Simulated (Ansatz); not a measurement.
Runs of Ansatz 0.2.0 on NiO. Symmetry: Fm-3m, No. 225, cubic system. Conventional cell: a = 4.172 Å, b = 4.172 Å, c = 4.172 Å, α = 90.00°, β = 90.00°, γ = 90.00°. Ni (site symmetry m-3m) is surrounded by 6 O at 2.09 Å. O (site symmetry m-3m) is surrounded by 6 Ni at 2.09 Å. 

```tsv
level	U	k mesh	cutoff (eV)	hubbard projectors	double counting	mesh quality	gap on the mesh (eV)	pressure (GPa)	moment (μB)
PBEsol	-	11 × 11 × 11	420	-	-	not flagged	none	-7.4	1.40
PBEsol+U	Ni d U = 4 eV	11 × 11 × 11	420	ortho-atomic (the default)	fll (the default)	not flagged	1.03	2.2	2.00
revPBE	-	6 × 6 × 6	420	-	-	coarse	none	10.5	1.76
RPBE	-	6 × 6 × 6	420	-	-	coarse	none	12.4	(b)
PBEsol+U	Ni d U = 2 eV	11 × 11 × 11	420	ortho-atomic (the default)	fll (the default)	not flagged	0.10	0.4	(a)
PBEsol+U	Ni d U = 8 eV	11 × 11 × 11	420	ortho-atomic (the default)	fll (the default)	not flagged	2.36	6.2	2.00
BLYP	-	6 × 6 × 6	420	-	-	coarse	none	14.0	1.72
r2SCAN	-	6 × 6 × 6	500	-	-	coarse	0.78	2.7	2.00
PBEsol+U	Ni d U = 3 eV	11 × 11 × 11	420	ortho-atomic (the default)	fll (the default)	not flagged	0.57	1.3	2.00
PBEsol+U	Ni d U = 5 eV	11 × 11 × 11	420	ortho-atomic (the default)	fll (the default)	not flagged	1.48	3.1	2.00
PBEsol+U	Ni d U = 6 eV	11 × 11 × 11	420	ortho-atomic (the default)	fll (the default)	not flagged	1.93	4.1	2.00
PBEsol	-	6 × 6 × 6	420	-	-	coarse	none	-4.9	1.70
```

Alike in all rows: task projected density of states; potentials or basis Ansatz PAW; spin collinear, ferromagnetic start; cell as given; smearing fermi-dirac 0.05 eV.

Problem. Fill in the values left out.

Solution. (a) 1.99; (b) 1.77.

Caveats: some runs use coarse meshes; a cell with one magnetic atom can't hold antiferromagnetic order, which such compounds often take; the PAW data sets come from PBE, with cores solved anew for the run's functional, which leaves a small shift of forces and pressure; the magnetic or orbital state may not be the lowest (some runs); odd divisions of the mesh miss points on the zone boundary, where band edges often lie, so the gap on the mesh can be too wide (some runs); semilocal functionals often make such compounds metallic where correlation or magnetic order opens a gap, which also shifts bond lengths (some runs).

A k mesh can miss the band edges.

A gap of «none» marks a metal or a gap under the smearing width.

Runs at the PBE level aren't shown here.
